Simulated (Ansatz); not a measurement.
## TePb under changes of volume

One of the cells (33.730 Å³/atom); the others are scaled copies at fixed shape and fractional positions:

```
CELL_PARAMETERS angstrom
0.00000 3.23100 3.23100
3.23100 0.00000 3.23100
3.23100 3.23100 0.00000
ATOMIC_POSITIONS crystal
Pb 0.00000 0.00000 0.00000
Te 0.50000 0.50000 0.50000
```

```yaml
Program: Ansatz 0.2.0
Functional: PBEsol
Potentials_or_basis: all-electron LAPW, scalar-relativistic
Cutoff: 179 eV (chosen from the basis error)
Basis_error_allowed: 0.001 eV/atom
k_mesh: 7 × 7 × 7
Occupations: fermi-dirac, width 0.05 eV
Spin: no spin polarisation
```

```tsv
volume (Å³/atom)	energy over the lowest point (meV/atom)	pressure (GPa)
31.706	?	?
32.380	4.40	1.5
33.055	0.17	0.5
33.730	0.00	-0.4
34.404	3.44	-1.2
35.079	10.13	-1.9
35.753	19.72	-2.6
```

**Question.** What does the run at 31.706 Å³/atom give?

**Answer.** Energy over the lowest point 13.16 meV/atom; pressure 2.7 GPa.

Worked out: A Birch-Murnaghan fit of order 3 (a polynomial in V^(-2/3)) to the other rows has its minimum at 33.42 Å³/atom with B0 = V·E''(V) = 45 GPa and B' = 4.5. It gives 13.13 meV/atom at 31.706 Å³/atom, against the run's 13.16, and -dE/dV = 2.7 GPa, against 2.7.

Energies are extrapolated to zero smearing.
